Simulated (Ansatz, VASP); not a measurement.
## Two plane-wave programs on Sn

The input POSCAR:

```
Sn
1.0
    0.0000000000      3.2849869970      3.2849869970
    3.2849869970      0.0000000000      3.2849869970
    3.2849869970      3.2849869970      0.0000000000
Sn
2
Direct
    0.0000000000      0.0000000000      0.0000000000
    0.2500000000      0.2500000000      0.2500000000
```

The input INCAR.step1:

```
SYSTEM = Sn
ALGO = Normal
EDIFF = 1E-4
ENCUT = 520
GGA = PE
ISMEAR = 0
LASPH = .TRUE.
LCHARG = .FALSE.
LREAL = .FALSE.
LWAVE = .TRUE.
NBANDS = 21
NELM = 80
PREC = Accurate
SIGMA = 0.1
```

The input INCAR.step2:

```
SYSTEM = Sn
ALGO = Normal
EDIFF = 1E-6
ENCUT = 520
ISIF = 2
ISMEAR = 0
ISTART = 1
LASPH = .TRUE.
LCHARG = .FALSE.
LMIXTAU = .TRUE.
LREAL = .FALSE.
LWAVE = .FALSE.
METAGGA = R2SCAN
NBANDS = 21
NELM = 80
PREC = Accurate
SIGMA = 0.1
```

The input KPOINTS:

```
k-points
0
G
  6 6 6
  0 0 0
```

Input for Ansatz:

```yaml
crystal:
  lattice:
    - [0.0, 3.284986997, 3.284986997]
    - [3.284986997, 0.0, 3.284986997]
    - [3.284986997, 3.284986997, 0.0]
  atoms:
    - { symbol: Sn, position: [0.0, 0.0, 0.0] }
    - { symbol: Sn, position: [0.25, 0.25, 0.25] }
basis:
  ecutwfc: 500
kpoints:
  mp_grid: { grid: [6, 6, 6] }
hamiltonian:
  xc: r2scan
scf:
  occupations: { method: gaussian, width: 0.1 }
output:
  forces: true
  stress: true
  eigenvalues: true
```

This isn't the form of Sn at room conditions, which is tetragonal (white tin).

Alike in both runs: task single point; functional r2SCAN; k mesh 6 × 6 × 6; occupations gaussian, width 0.1 eV; no spin polarisation.

|  | VASP | Ansatz |
| --- | --- | --- |
| version | VASP 6.6.1 | Ansatz 0.2.0 |
| potentials or method | VASP PAW PBE potentials, release 64 (Sn_d) | scalar-relativistic, plane waves, PAW |
| plane-wave cutoff (eV) | 520 | 500 |
| valence electrons in the cell | 28 | 28 |

Ansatz gave:

* gap on the k mesh at the Fermi level (eV): none
* pressure (GPa): 0.0

Which values does VASP return?

gap on the k mesh at the Fermi level (eV): none; pressure (GPa): -0.1.

A gap of «none» marks a metal or a gap that the smearing closes. The functional is the same, so the differences come from potentials, cutoffs and numerics.

Caveats: the PAW data sets were made with another functional, which shifts forces and pressure a little (VASP).
